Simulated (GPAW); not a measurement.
CdSe:

```
CELL_PARAMETERS angstrom
0.00000 3.07027 3.07027
3.07027 0.00000 3.07027
3.07027 3.07027 0.00000
ATOMIC_POSITIONS crystal
Cd 0.00000 0.00000 0.00000
Se 0.25000 0.25000 0.25000
```

Measurements of this composition are mostly on another form, of space group No. 186.

Base run:

| Quantity | Value |
| --- | --- |
| Program | GPAW 26.7.0 |
| Functional | LDA |
| Potentials or basis | the program's PAW data sets (release 1.2.1) made for this functional |
| Cutoff | 450 eV |
| Basis | pw |
| k mesh | 6 × 6 × 6 |
| Occupations | fermi-dirac, width 0.05 eV |
| Spin | no spin polarisation |

Its results: band gap on the k mesh 0.27 eV, direct; pressure -4.2 GPa.

The run is repeated on the same cell with these changes: potentials or basis from the program's PAW data sets (release 1.2.1) made for this functional to JTH PAW 2.0, LDA; cutoff from 450 eV to 600 eV. What comes out?

Band gap on the k mesh 0.26 eV, direct; pressure -3.2 GPa.

Caveats: the cutoff is short for stress and forces, so pressures can be off by a GPa or more (some runs); the program truncates these outside data sets (some runs).

Not every run made on this cell is shown here.
